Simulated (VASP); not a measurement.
AlN: single point with LDA

AlN:

```xyz
2
Lattice="0.0000 1.9837 2.1362 1.9837 0.0000 2.1362 1.9837 1.9837 0.0000" Properties=species:S:1:pos:R:3 pbc="T T T"
Al    1.9837    1.9837    2.1362
N     0.0000    0.0000    0.0000
```

Measurements of this composition are mostly on another form, of space group No. 186.

The cell isn't the ideal one: strain -0.025 along x and y, +0.050 along z, atoms carried along.

```yaml
Program: VASP 6.6.1
Task: single point
Functional: LDA
Potentials_or_basis: VASP PAW LDA potentials, release 64 (Al, N)
Cutoff: 520 eV
k_mesh: 10 × 10 × 10
Occupations: gaussian, width 0.05 eV
Spin: no spin polarisation
```

```
Pressure               : -7.5 GPa
Band gap on the k mesh : 3.83 eV, indirect (least direct gap 5.14 eV)
```

Stress tensor (GPa, compression positive):
```
 -2.11   0.00   0.00
  0.00  -2.11   0.00
  0.00   0.00 -18.37
```

Levels at points of the mesh, in eV from the valence-band top:
| k point | band 1 | band 2 | band 3 | band 4 | band 5 | band 6 | band 7 | band 8 |
| --- | --- | --- | --- | --- | --- | --- | --- | --- |
| (0.00, 0.00, 0.00) | -17.56 | -0.47 | -0.47 | 0.00 | 5.14 | 11.08 | 12.08 | 12.08 |
| (0.50, 0.00, 0.00) | -14.29 | -8.53 | -1.53 | -1.21 | 5.53 | 9.91 | 11.25 | 12.47 |
| (0.50, 0.50, 0.00) | -13.75 | -7.79 | -2.71 | -2.71 | 4.59 | 5.41 | 12.74 | 17.01 |
| (0.50, 0.00, 0.50) | -13.10 | -7.49 | -3.70 | -2.75 | 3.83 | 4.76 | 13.69 | 14.99 |

Wall time 5.1 s on 1 thread of Intel(R) Xeon(R) 6975P-C (Granite Rapids), on a shared host, peak memory 0.13 GiB.

A k mesh can miss the band edges.
